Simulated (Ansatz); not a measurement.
## GaN (NiAs type): zone-centre phonons and dielectric response

Perturbation theory with PBEsol in Ansatz 0.2.0 on the PBEsol cell, ground state and force constants on a 9×9×4 mesh. The calculation is spin-unpolarised, and the structure need not be a phase that has been made.

Space group P6_3/mmc (No. 194), hexagonal; a = 2.969 Å, c = 5.041 Å in the conventional setting, 9.62 Å³ an atom. Ga is surrounded by 6 N at 2.13 Å and 2 Ga at 2.52 Å; N is surrounded by 6 Ga at 2.13 Å.

```
Ga N
1.0
     2.96872    0.00000    0.00000
    -1.48436    2.57099    0.00000
     0.00000    0.00000    5.04109
Ga N
2 2
Direct
  0.00000 0.00000 0.00000
  0.00000 0.00000 0.50000
  0.33333 0.66667 0.25000
  0.66667 0.33333 0.75000
```

Optical modes without the longitudinal term (negative means imaginary):

| ω (cm⁻¹) | degeneracy | IR intensity, summed over the level ((D/Å)²/amu) |
| --- | --- | --- |
| -22 | 2 | 0.00 |
| 202 | 1 | 54.42 |
| 308 | 2 | 94.35 |
| 405 | 2 | 0.00 |
| 418 | 1 | 0.00 |
| 597 | 1 | 0.00 |

One optical level at Γ is imaginary (22i cm⁻¹, printed negative). By the program's warning the force constants, and with them frequencies and ε⁰, aren't converged on this mesh, so whether the cell is unstable needs a finer one. Of the real levels 2 are infrared active, the strongest at 308 cm⁻¹.

ε∞: 8.70 along x and y, 9.38 along z. Born charges, averaged over directions: Ga +3.54, N -3.54 e.

For comparison, on the r2SCAN cell the mean ε∞ is 7.80 with r2SCAN (ground state on 9×9×4; least gap 1.90 eV), 8.74 with PBE (ground state on 9×9×4; least gap 1.33 eV).
